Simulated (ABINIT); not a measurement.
HgSe:

```
CELL_PARAMETERS angstrom
0.00000 3.03900 3.03900
3.03900 0.00000 3.03900
3.03900 3.03900 0.00000
ATOMIC_POSITIONS crystal
Hg 0.00000 0.00000 0.00000
Se 0.75000 0.75000 0.75000
```

Base run:

| Quantity | Value |
| --- | --- |
| Program | ABINIT 10.8.3 (patched build) |
| Functional | PBE |
| Potentials or basis | PseudoDojo NC SR PBE v0.4.1 standard |
| Cutoff | 1061 eV |
| k mesh | 6 × 6 × 6 |
| Occupations | fermi-dirac, width 0.05 eV |
| Spin | no spin polarisation |

Its results: band gap on the k mesh none (metal or under the smearing width); pressure 4.4 GPa.

Q: The run is repeated on the same cell with these changes: functional from PBE to PBEsol; potentials or basis from PseudoDojo NC SR PBE v0.4.1 standard to PseudoDojo NC SR PBEsol v0.4.1 standard. What comes out?

A: Band gap on the k mesh none (metal or under the smearing width); pressure 1.2 GPa.
